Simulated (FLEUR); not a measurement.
Input of a FLEUR MaX-R8.1 (later development tree) run:

The input inp.xml:

```xml
<?xml version="1.0" encoding="UTF-8" standalone="no"?>
<fleurInput fleurInputVersion="0.39">
   <comment>
      Sb                                                                                                  
   </comment>
   <calculationSetup>
      <cutoffs Kmax="4.1" Gmax="12.7" GmaxXC="12.7" numbands="0"/>
      <scfLoop itmax="60" minDistance="0.00001" maxIterBroyd="15" imix="Anderson" alpha="0.05" precondParam="0.0" spinf="2.0" sdNocoIR="T"/>
      <coreElectrons ctail="T" frcor="F" kcrel="0" coretail_lmax="0"/>
      <xcFunctional name="pbe" relativisticCorrections="F"/>
      <magnetism jspins="1"/>
      <soc l_soc="F" theta="0.0" phi="0.0" spav="F"/>
      <expertModes spex="0" secvar="F"/>
      <geometryOptimization l_f="F" forcealpha="1.0" forcemix="BFGS" epsdisp="0.00001" epsforce="0.00001"/>
      <ldaU l_linMix="F" mixParam="0.05" spinf="1.0"/>
   </calculationSetup>
   <cell>
      <bzIntegration valenceElectrons="21.0" mode="hist" fermiSmearingEnergy="0.00183747">
         <kPointListSelection listName="default-1"/>
         <!-- k-points included here -->
         <xi:include xmlns:xi="http://www.w3.org/2001/XInclude" href="kpts.xml"> </xi:include>
      </bzIntegration>
      <!-- symmetry operations included here -->
      <xi:include xmlns:xi="http://www.w3.org/2001/XInclude" href="sym.xml"> </xi:include>
      <bulkLattice scale="1.0">
         <bravaisMatrix>
            <row-1>   -3.5363217608732280     3.5363217608732280     3.5363217608732280</row-1>
            <row-2>    3.5363217608732280    -3.5363217608732280     3.5363217608732280</row-2>
            <row-3>    3.5363217608732280     3.5363217608732280    -3.5363217608732280</row-3>
         </bravaisMatrix>
      </bulkLattice>
   </cell>
   <atomSpecies>
      <species name="Antimony (Sb)" element="Sb" atomicNumber="51">
         <mtSphere radius="2.66" gridPoints="879" logIncrement="0.015"/>
         <atomicCutoffs lmax="10" lnonsphr="10"/>
         <electronConfig flipSpins="F">
            <coreConfig>(1s1/2) (2s1/2) (2p1/2) (2p3/2) (3s1/2) (3p1/2) (3p3/2) (4s1/2) (3d3/2) (3d5/2)</coreConfig>
            <valenceConfig>(4p1/2) (4p3/2) (5s1/2) (4d3/2) (4d5/2) (5p1/2) (5p3/2)</valenceConfig>
            <stateOccupation state="(5p1/2)" spinUp="0.500000" spinDown="0.500000"/>
            <stateOccupation state="(5p3/2)" spinUp="1.000000" spinDown="1.000000"/>
         </electronConfig>
         <energyParameters s="5" p="5" d="5" f="4"/>
         <lo type="SCLO" l="1" n="4" eDeriv="0"/>
         <lo type="SCLO" l="1" n="4" eDeriv="1"/>
         <lo type="SCLO" l="2" n="4" eDeriv="0"/>
         <lo type="SCLO" l="2" n="4" eDeriv="1"/>
         <lo type="SCLO" l="0" n="5" eDeriv="2"/>
         <lo type="SCLO" l="3" n="4" eDeriv="2"/>
      </species>
   </atomSpecies>
   <atomGroups>
      <atomGroup species="Antimony (Sb)">
         <relPos label="                   1">.0000000000 .0000000000 .0000000000</relPos>
         <force calculate="T" relaxXYZ="TTT"/>
      </atomGroup>
   </atomGroups>
   <output dos="F" band="F" slice="F">
      <checks vchk="F" cdinf="F"/>
      <bandDOS minEnergy="-.5*Htr" maxEnergy="0.5*Htr" sigma="0.015" storeEVData="T"/>
      <vacuumDOS vacdos="F" integ="F" star="F" nstars="0" locx1="0.0" locy1="0.0" locx2="0.0" locy2="0.0" nstm="0" tworkf="0.0"/>
      <unfoldingBand unfoldBand="F" supercellX="1" supercellY="1" supercellZ="1"/>
      <plotting iplot="0" polar="F">
         <plot TwoD="T" vec1="  1.0  0.0  0.0" vec2="  0.0  1.0  0.0" vec3="  0.0  0.0  1.0" zero="  0.0  0.0  0.0" file="plot"/>
      </plotting>
      <chargeDensitySlicing numkpt="0" minEigenval="0.0" maxEigenval="0.0" nnne="0" pallst="F"/>
      <specialOutput eonly="F"/>
      <moessbauerParams electricFieldGradient="T" isomerShift="T" coreHyperfine="T" valenceHyperfine="T"/>
      <magneticCircularDichroism mcd="F" energyLo="-10.0" energyUp="0.0"/>
   </output>
  <!-- We include the file relax.xml here to enable relaxations (see documentation) -->
  <xi:include xmlns:xi="http://www.w3.org/2001/XInclude" href="relax.xml"> <xi:fallback/> </xi:include>
</fleurInput>
```

crystal.txt

```
Sb
&input cartesian=F /
-1.8713408863  1.8713408863  1.8713408863
1.8713408863  -1.8713408863  1.8713408863
1.8713408863  1.8713408863  -1.8713408863
1.8897261246
1.0 1.0 1.0

1
51 0.0000000000  0.0000000000  0.0000000000

&kpt div1=10 div2=10 div3=10 gamma=T /
```

Potentials or basis: all-electron, FLAPW.

Command:

```console
$ inpgen -f crystal.txt -profile fastHighL
$ # inp.xml edited to the form shown
$ fleur_MPI
```

Task: Estimate the band gap on the k mesh.

Result: None (metal or under the smearing width).

Core levels (eV from the Fermi level):
| atom | levels |
| --- | --- |
| 1 Sb | 1s1/2 -30281.5, 2s1/2 -4603.1, 2p1/2 -4306.0, 2p3/2 -4054.1, 3s1/2 -899.1, 3p1/2 -777.7, 3p3/2 -731.2, 4s1/2 -144.4, 3d3/2 -516.9, 3d5/2 -507.3 |

The run has no spin-orbit coupling, so splittings on Sb are missing.
